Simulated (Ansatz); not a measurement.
Method: Ansatz, DFT PBE, scalar-relativistic, plane waves, PAW. Settings: cutoff 420 eV, Γ-centred meshes spaced at most about 0.3 Å⁻¹, and about 0.25 Å⁻¹ or finer for metals (2π included), Gaussian smearing. No spin polarisation.

These are static total energies at zero pressure.

Task: Order these relaxed structures of La₂O by energy, lowest first, with the energy over the lowest of them.
A.

```
CELL_PARAMETERS angstrom
4.26255 0.00000 0.00000
0.00000 4.26255 0.00000
0.00000 0.00000 9.48564
ATOMIC_POSITIONS crystal
La 0.50000 0.00000 0.88247
La 0.00000 0.50000 0.11753
La 0.50000 0.00000 0.42659
La 0.00000 0.50000 0.57341
O 0.50000 0.50000 0.00000
O 0.00000 0.00000 0.00000
```

B.

```
CELL_PARAMETERS angstrom
3.80010 0.00000 0.00000
-1.90005 3.29099 0.00000
0.00000 0.00000 6.24950
ATOMIC_POSITIONS crystal
La 0.33333 0.66667 0.21786
La 0.66667 0.33333 0.78214
O 0.00000 0.00000 0.00000
```

C.

```
CELL_PARAMETERS angstrom
3.82580 0.00000 0.00000
-1.91290 3.31324 0.00000
0.00000 0.00000 19.10608
ATOMIC_POSITIONS crystal
La 0.33333 0.66667 0.07870
La 0.66667 0.33333 0.25133
La 0.66667 0.33333 0.92129
La 0.33333 0.66667 0.74867
La 0.33333 0.66667 0.42460
La 0.66667 0.33333 0.57540
O 0.66667 0.33333 0.12988
O 0.33333 0.66667 0.87012
O 0.00000 0.00000 0.00000
```

D.

```
CELL_PARAMETERS angstrom
-2.54457 2.54457 5.64267
2.54457 -2.54457 5.64267
2.54457 2.54457 -5.64267
ATOMIC_POSITIONS crystal
La 0.76419 0.76419 0.00000
La 0.23581 0.23581 0.00000
La 0.51419 0.01419 0.50000
La 0.98581 0.48581 0.50000
O 0.75000 0.25000 0.50000
O 0.00000 0.00000 0.00000
```

Result: D (0 meV/atom), C (27 meV/atom), A (37 meV/atom), B (138 meV/atom). Forms: D anti-anatase type, I4_1/amd; C P-3m1; A P4/nmm; B anti-cadmium iodide type, P-3m1. Counting O atoms around La (those within 1.25 times the shortest such distance or 1.15 times the sum of covalent radii; a plus sign parts nearer from farther groups; the shortest distance is added where it is long for a bond; a slash parts the counts of unlike sites): D has La 3; C has La 1/3+3/3+3 from 6.0 Å; A has La 4/4 from 4.6 Å; B has La 3. All come from invented guesses. Shaken at random and relaxed again, B came back. The lowest form computed isn't among them: it has space group P4/mmm (No. 123), 23.2 Å³/atom and lies 14 meV/atom below the best shown.

For metals, differences of a few meV/atom aren't resolved. Cells without such a test can be saddle points. Some structure types and database cells were kept out of the candidates from the start, so a known form may be missing.
